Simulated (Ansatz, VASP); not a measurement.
Two plane-wave programs on CdS

```
Cd S
1.0
     0.00000    2.74954    2.74954
     2.74954    0.00000    2.74954
     2.74954    2.74954    0.00000
Cd S
1 1
Cartesian
  0.0350 0.0000 0.0000
  2.6267 2.7495 2.7495
```

Change from the starting cell: mode 4 frozen in at -0.122 Å, equal normal strain along x, y and z +0.0083.

Alike in both runs: task single point; functional r2SCAN; k mesh 8 × 8 × 8; occupations gaussian, width 0.05 eV; no spin polarisation.

|  | VASP | Ansatz |
| --- | --- | --- |
| version | VASP 6.6.1 | Ansatz 0.2.0 |
| potentials or method | VASP PAW PBE potentials, release 64 (Cd, S) | scalar-relativistic, plane waves, PAW |
| plane-wave cutoff (eV) | 520 | 500 |
| valence electrons in the cell | 18 | 26 |

Ansatz gave:

| Property | Result |
| --- | --- |
| gap on the k mesh at the Fermi level (eV) | 0.81 |
| least direct gap on the mesh (eV) | 2.18 |
| pressure (GPa) | -1.2 |
| largest component of the traceless stress (GPa) | 1.58 |
| rms of the force components (eV/Å) | 0.161 |

Q: Which values does VASP return?

A: gap on the k mesh at the Fermi level (eV): 0.79; least direct gap on the mesh (eV): 2.15; pressure (GPa): -0.8; largest component of the traceless stress (GPa): 1.62; rms of the force components (eV/Å): 0.169.

Atom by atom the forces differ by 0.008 eV/Å (rms over components). The two sets of potentials don't hold the same shells in valence.

Caveats: the PAW data sets were made with another functional, which shifts forces and pressure a little (VASP). A k mesh can miss the band edges.
